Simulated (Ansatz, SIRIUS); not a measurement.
This is a calculation of Ag for SIRIUS 7.10.0. This isn't the form of Ag at room conditions, which is fcc.

File sirius.json:

```json
{
  "control": {
    "processing_unit": "cpu",
    "verbosity": 2,
    "num_bands_to_print": 28,
    "print_forces": true,
    "print_stress": true
  },
  "parameters": {
    "electronic_structure_method": "pseudopotential",
    "xc_functionals": ["XC_GGA_X_PBE_SOL", "XC_GGA_C_PBE_SOL"],
    "gk_cutoff": 9.1,
    "pw_cutoff": 18.2,
    "ngridk": [10, 10, 6],
    "shiftk": [0, 0, 0],
    "smearing": "fermi_dirac",
    "smearing_width": 0.0018374661,
    "num_bands": 28,
    "num_mag_dims": 0,
    "num_dft_iter": 100,
    "energy_tol": 1e-08,
    "density_tol": 1e-06
  },
  "iterative_solver": {
    "type": "davidson",
    "min_tolerance": 1e-09,
    "tolerance_scale": [0.1, 0.25]
  },
  "mixer": {
    "type": "anderson",
    "beta": 0.7,
    "max_history": 8
  },
  "settings": {
    "tol_ne": 1e-10,
    "pseudo_grid_cutoff": 6.5
  },
  "unit_cell": {
    "lattice_vectors": [
      [5.536897545154, 0.0, 0.0],
      [-2.768448772577, 4.795093932277, 0.0],
      [0.0, 0.0, 9.051788136957]
    ],
    "atom_coordinate_units": "lattice",
    "atom_types": ["Ag"],
    "atom_files": {
      "Ag": "Ag.json"
    },
    "atoms": {
      "Ag": [
        [0.6666666667, 0.3333333333, 0.75],
        [0.3333333333, 0.6666666667, 0.25]
      ]
    }
  }
}
```

Potentials or basis: PseudoDojo 0.4.1 PBEsol standard (scalar relativistic).

Run with:

```sh
$ upf_to_json Ag.upf
$ OMP_NUM_THREADS=1 sirius.scf --input=sirius.json --output=out.json --task=0
```

Q: Set up the same calculation for Ansatz 0.2.0. Potentials or basis there: Ansatz PAW, cutoff 420 eV.

A: As run (cutoffs and basis follow the program's own potentials, and thresholds, step limits or extra output files can differ):

The input input.yaml:

```yaml
crystal:
  lattice:
    - [2.93, 0.0, 0.0]
    - [-1.465, 2.5374544331, 0.0]
    - [0.0, 0.0, 4.79]
  atoms:
    - { symbol: Ag, position: [0.6666666667, 0.3333333333, 0.75] }
    - { symbol: Ag, position: [0.3333333333, 0.6666666667, 0.25] }
hamiltonian:
  xc: pbesol
  pseudopotentials: { kind: paw }
kpoints:
  mp_grid: { grid: [10, 10, 6] }
scf:
  occupations: { method: fermi_dirac, width: 0.05 }
output:
  forces: true
  stress: true
  eigenvalues: true
```

Potentials or basis: Ansatz PAW.

Launch:

```sh
$ ansatz run input.yaml --threads 1 --pin off --max-ram 3584MiB --backend cpu --events-out ev --progress --plain --runs-dir out
```

Both were run:

|  | SIRIUS | Ansatz |
| --- | --- | --- |
| Pressure | -6.3 GPa | -6.1 GPa |

Ansatz's pressure holds a Pulay term of +0.04 GPa for its cutoff of 420 eV, which the other run lacks.

Ansatz's potentials were made for PBE.

Where Ansatz's input types no cutoff or centring, it takes its own default and a Γ-centred mesh.

Pressure is positive in compression.
